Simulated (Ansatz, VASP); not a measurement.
**Cross-check of ThSb between VASP and Ansatz**

One calculation is typed for both programs; each brings its own data sets. How far apart do they land? The cell is taken from a series of runs on this material, whose earlier steps may have relaxed, scaled, displaced or heated it; both programs get it as it stands.

Method: plane waves, with VASP 6.6.1 beside it; zone-centre phonons at PBEsol, in Ansatz 0.2.0.

## (1) Starting point

The structure is cubic, space group Fm-3m (No. 225). The conventional cell has a = 6.318 Å, b = 6.318 Å, c = 6.318 Å, α = 90.00°, β = 90.00°, γ = 90.00°. Nearest to Th lie 6 Sb at 3.16 Å. Sb has 6 Th at 3.16 Å nearest. Farther neighbours are not listed.

As a file:

```cif
data_structure
_symmetry_space_group_name_H-M 'P 1'
_symmetry_Int_Tables_number 1
_cell_length_a 4.4675
_cell_length_b 4.4675
_cell_length_c 4.4675
_cell_angle_alpha 60.000
_cell_angle_beta 60.000
_cell_angle_gamma 60.000
_cell_volume 63.05
loop_
_atom_site_label
_atom_site_type_symbol
_atom_site_fract_x
_atom_site_fract_y
_atom_site_fract_z
_atom_site_occupancy
Th1 Th 0.00000 0.00000 0.00000 1
Sb2 Sb 0.50000 0.50000 0.50000 1
```

## (2) Ansatz: zone-centre phonons, PBEsol

Ansatz runs on its default PAW (the set named soft_2) files.

Second derivatives magnify differences that forces hide, and they need a tight electronic threshold.

Input file input.yaml:

```yaml
crystal:
  lattice:
    - [0.0, 3.159, 3.159]
    - [3.159, 0.0, 3.159]
    - [3.159, 3.159, 0.0]
  atoms:
    - { symbol: Th, position: [0.0, 0.0, 0.0] }
    - { symbol: Sb, position: [0.5, 0.5, 0.5] }
kpoints:
  mp_grid: { grid: [12, 12, 12] }
hamiltonian:
  xc: pbesol
scf:
  occupations: { method: methfessel_paxton, width: 0.2 }
output:
  eigenvalues: true
phonons:
  method: dfpt
```

Launch:

```bash
> ansatz run input.yaml --threads 8 --pin off --max-ram 16384MiB --backend cpu --events-out ev --progress --plain --runs-dir out
```

Numbers of over 12 decimals in the logs are rounded to 6 here.

Output:

```text
Engine: ansatz 0.2.0, aarch64-unknown-linux-gnu
Pseudopotentials: kind: paw
Pseudopotential: Th, paw, valence charge 12, recommended cutoff 420 eV (normal), Th.paw.azcp
Pseudopotential: Sb, paw, valence charge 15, recommended cutoff 420 eV (normal), Sb.paw.azcp
Functional definition: PBEsol
  exchange = pbesol_x
  correlation = pbesol_c
Crystal: 2 atoms, lattice volume = 63.049 Å³
Basis set: ecut = 420 eV, 1243 PW (Γ), exchange–correlation on 60×60×60 points (8 copies of the dense FFT grid, shifted against one another)
Bands: 18, of which v1, the nominal top of the filled ones, is band 14 counted from 1 (13 counted from 0)
Symmetry: 48 space group operations
k-points: 163 of 1728 (irreducible under 8 space group operations, time reversal used)
Non-local potential: Th, projectors of the file, l = 0: 3, l = 1: 2, l = 2: 2, l = 3: 3
Non-local potential: Sb, projectors of the file, l = 0: 2, l = 1: 2, l = 2: 2, l = 3: 2
PAW form: soft (Blöchl's): semilocal exchange-correlation on the pseudo side does not see the compensation charge
PAW frozen core: Th, regenerated for the run's functional, and the local potential with it (the file was generated under x = pbe(κ = 0.804, μ = 0.219515), c = pbe(β = 0.066725))
PAW frozen core: Sb, regenerated for the run's functional, and the local potential with it (the file was generated under x = pbe(κ = 0.804, μ = 0.219515), c = pbe(β = 0.066725))
PAW one-centre angular grid: Th, 590 points (default); XC on 64 Gauss nodes
PAW one-centre angular grid: Sb, 590 points (default); XC on 64 Gauss nodes
Initial density: superposition of atomic densities (neutral atoms: chi_scale 0, normalization atom), corrected by the library's trained network
Initial wavefunctions: pseudopotential atomic-orbital guess
Functional: x = pbesol(κ = 0.804, μ = 0.123457), c = pbesol(β = 0.046)
SCF iter   1: F=—  HF=-19466.013507 eV  |F-HF|=—  |Δ(HF+E_count)|=         —  Δρ=1.95e-3  dr2=1.34e-3  ethr=1.77e-3  ⟨swp⟩=5.1  Hψ=27797  notcnv=0
automatic band count: the SCF goes on with 22 bands, as 18 were too few: they end inside the smearing window of the response
preconditioner: auto → Kerker (q_TF=auto, 2.369 Å⁻¹)  [metal: Δε(μ)=0.038 eV  Ē_g=5.672 eV  σ=0.200 eV  W_gap=0.16  n_scr=14 (ndim 8)  ℏωp=14.0 eV  f_vac=0.000  D(μ)=1.29/eV (n_scr^D=8)]
SCF iter   2: F=—  HF=-19466.011748 eV  |F-HF|=—  |Δ(HF+E_count)|=   1.76e-3  S|Δr|=    0.00e0  Δρ=1.16e-3  dr2=4.95e-4  ethr=4.97e-6  ⟨swp⟩=2.2  Hψ=7031  notcnv=0
SCF iter   3: F=—  HF=-19466.011621 eV  |F-HF|=—  |Δ(HF+E_count)|=   1.27e-4  S|Δr|=    0.00e0  Δρ=3.19e-4  dr2=3.78e-5  ethr=1.83e-6  ⟨swp⟩=2.0  Hψ=5323  notcnv=0
SCF iter   4: F=—  HF=-19466.011601 eV  |F-HF|=—  |Δ(HF+E_count)|=   2.04e-5  S|Δr|=    0.00e0  Δρ=7.66e-5  dr2=5.24e-6  ethr=1.40e-7  ⟨swp⟩=2.0  Hψ=5299  notcnv=0
SCF iter   5: F=—  HF=-19466.011599 eV  |F-HF|=—  |Δ(HF+E_count)|=   1.15e-6  S|Δr|=    0.00e0  Δρ=3.07e-5  dr2=9.15e-7  ethr=1.94e-8  ⟨swp⟩=3.0  Hψ=5506  notcnv=0
SCF iter   6: F=—  HF=-19466.011600 eV  |F-HF|=—  |Δ(HF+E_count)|=   2.67e-7  S|Δr|=    0.00e0  Δρ=1.12e-5  dr2=6.76e-8  ethr=3.39e-9  ⟨swp⟩=2.1  Hψ=3978  notcnv=0
SCF iter   7: F=—  HF=-19466.011600 eV  |F-HF|=—  |Δ(HF+E_count)|=   1.80e-8  S|Δr|=    0.00e0  Δρ=2.67e-6  dr2=2.25e-9  ethr=2.50e-10  ⟨swp⟩=2.1  Hψ=5247  notcnv=0
SCF iter   8: F=—  HF=-19466.011600 eV  |F-HF|=—  |Δ(HF+E_count)|=  9.46e-10  S|Δr|=    0.00e0  Δρ=3.41e-7  dr2=3.88e-11  ethr=8.34e-12  ⟨swp⟩=2.0  Hψ=5214  notcnv=0
SCF iter   9: F=-19466.011600 eV  HF=-19466.011600 eV  |F-HF|=0.00e0  |Δ(HF+E_count)|=  1.82e-11  S|Δr|=    0.00e0  Δρ=8.55e-8  dr2=2.29e-12  ethr=1.00e-12  ⟨swp⟩=10.0  Hψ=17548  notcnv=0
SCF 1 converged in 9 iterations: F = -19466.011600 eV  dr2 = 2.29e-12
  greatest PAW one-centre occupation: 0.996 electrons in one spin orbital (limit 2), on the Sb atom at site 1 (counted from 0), in its partial waves of l = 2
DFPT response loops at Γ: preconditioner auto → Kerker (q_TF=auto, 2.369 Å⁻¹) (partly filled bands, converged f_vac=0.000); β = 1.00, the filter's whole step (`scf.mixing.beta` (0.50) is not read by the response loops under this deck's `scf.mixing.preconditioner`; to damp them name `kerker` or `kerker_dos`, under which they read `scf.mixing.beta`, and type it under 1.00, their step now; both keys bind the ground state too); Broyden in place of MSR1
SCF converged after 9 iterations
Stability not checked: this state was not tested for a lower state beside it, because cold or Methfessel-Paxton smearing, or corrected tetrahedra, fill the levels in a way that the test cannot read (fill_not_monotonic; see scf.lower_state_search)
Free energy (F): -19466.011600 eV
Harris-Foulkes:  -19466.011600 eV  (|F-HF|=0.00e0)
Internal energy: -19466.014116 eV  (E = F + TS)
E sigma→0 (E₀):  -19466.012229 eV
Entropy (-TS):   0.002517 eV (1.258 meV/atom)
Fermi energy:    12.842376 eV
--- Per-component energies (eV) ---
  E_band       = -163.315777
  E_kinetic    = 433.476112
  E_local      = -2000.442154  (includes V_loc(G=0)·N_el)
  E_nonlocal   = 525.804362
  E_hartree    = 849.074604
  E_xc         = -523.759808
  E_vxc        = -274.922329  (∫ρ·V_xc dr)
  E_paw        = -16375.631704  (= ΣΔE_a)
  E_vpaw       = -545.381029  (= ΣTr[D̂ρ^β])
  E_aug_tail   = -0.000002  (compensation charges beyond the density's cutoff)
  E_ewald      = -2375.004711
  E_core_change = 0.469186  (= ΣΔE_core)
  E_smearing   = 0.002517  (= −TS)
  E_closure    = -0.000000  (closes the sum)
  Σ components = -19466.011600   (vs F -19466.011600, Δ=0.00e0)
--- Band table (eV; the first three rows and the last of 163) ---
  k-point 0: bands = [... 10 lower, 11.6830, 11.6830, 11.6830, 12.8362, 12.8362, 12.8362, 13.7679, 13.7729, ... 4 higher]
  k-point 1: bands = [... 10 lower, 11.2703, 11.4478, 11.4478, 12.8316, 12.9280, 12.9280, 13.9318, 13.9318, ... 4 higher]
  k-point 2: bands = [... 10 lower, 10.4285, 10.9754, 10.9754, 12.8166, 13.1487, 13.1487, 14.2001, 14.2001, ... 4 higher]
  k-point 162: bands = [... 10 lower, 9.5557, 10.4104, 10.4104, 13.3604, 13.3604, 14.3214, 14.3214, 14.4631, ... 4 higher]
--- Phonons (Γ-DFPT): 2 representative perturbations + reference, on 163 of 1728 k-points (Σ response iterations 6) ---
  k mesh reduced under 8 symmetry operations, with k and −k counted as one. Each operation leaves every solved perturbation unchanged. A smaller set is not used because it would not reduce the number of displacements times k-points to solve
  ASR residual: 1.104e-5 → 0.000e0 eV/Å²; symmetrization residual: 6.427e-7 eV/Å²
  ASR residual per site (eV/Å²): 1.02e-5 1.10e-5
  Γ frequencies (cm⁻¹): 0.00 0.00 0.00 159.08 159.08 159.08
  non-analytic LO–TO correction: not included (Born effective charges unavailable; polar crystals: no LO–TO splitting at Γ)
```

In the SCF lines HF is the Harris–Foulkes energy and dr2 the Hartree energy of the density residual, in eV; the loop may stop once dr2 is under the threshold and the program's other checks hold. Hψ counts applications of the Hamiltonian.

(Continued in part 2 of 2.)

[Lines on the potential files, build, host, timing and source positions are cut from VASP's logs without a mark.]

[Logs are printed without paths, hosts, clocks, repeated set-up lines and the standing remarks that a program may print on its own settings, such as how far it seeks lower states.]

[Hosts, paths, dates, database ids (printed as entryN), source tags and the programs' standing remarks are cut or masked in the printed files.]
